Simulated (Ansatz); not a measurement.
# Al2Cu: the cost of one run

Program: Ansatz 0.2.0. Level of theory: DFT PBEsol, scalar-relativistic, plane waves, PAW. These are calculated values, not measurements.

1 further run of the same task is left out (set aside as unsound or not needed). Runs told in other sessions of the task aren't counted.

## 1. Starting point

The structure is cubic, space group Fm-3m (No. 225). The conventional cell has a = 5.726 Å, b = 5.726 Å, c = 5.726 Å, α = 90.00°, β = 90.00°, γ = 90.00°. Al (site symmetry -43m) has 4 Cu at 2.48 Å in its first shell of neighbours. Cu (site symmetry m-3m) is surrounded by 8 Al at 2.48 Å.

As a file:

```cif
data_structure
_symmetry_space_group_name_H-M 'P 1'
_symmetry_Int_Tables_number 1
_cell_length_a 4.0491
_cell_length_b 4.0491
_cell_length_c 4.0491
_cell_angle_alpha 119.997
_cell_angle_beta 119.997
_cell_angle_gamma 90.005
_cell_volume 46.94
loop_
_atom_site_label
_atom_site_type_symbol
_atom_site_fract_x
_atom_site_fract_y
_atom_site_fract_z
_atom_site_occupancy
Al1 Al 0.75000 0.25000 0.50000 1
Al2 Al 0.25000 0.75000 0.50000 1
Cu1 Cu 0.50000 0.50000 0.00000 1
```

It goes back to an entry of the Materials Project, which need not be the stable form.

This cell was relaxed beforehand with the same method: volume 15.65 Å³/atom, gap on the mesh none (metal).

## 2. The reference cell

The reference gives a free energy of -7638.4206 eV, pressure 0.02 GPa, largest force 0.000 eV/Å and gap on the mesh none (metal). It was computed beforehand with the settings of the runs below.

## 3. Zone-centre phonons by finite displacements

File input.yaml:

```yaml
crystal:
  lattice:
    - [-2.0246315468, 2.0246315468, 2.8630136658]
    - [2.0246315468, -2.0246315468, 2.8630136658]
    - [2.0246315468, 2.0246315468, -2.8630136658]
  atoms:
    - { symbol: Al, position: [0.75, 0.25, 0.5] }
    - { symbol: Al, position: [0.25, 0.75, 0.5] }
    - { symbol: Cu, position: [0.5, 0.5, 0.0] }
basis:
  ecutwfc: 420
kpoints:
  mp_grid: { grid: [16, 16, 16] }
hamiltonian:
  xc: pbesol
scf:
  occupations: { method: gaussian, width: 0.15 }
output:
  eigenvalues: true
phonons:
  method: fd
  supercell: [1, 1, 1]
  amplitude: 0.02
  eigenvectors: true
  dielectric: false
```

Launch:

```console
$ ansatz run input.yaml --threads 2 --pin off --max-ram 5120MiB --backend cpu --events-out ev --progress --plain --runs-dir out
```

**Question.** How long does this run take on 2 threads of Arm Neoverse V2, shared host, and how much memory does it need?

About 87 s, with a peak of 1.2 GiB.
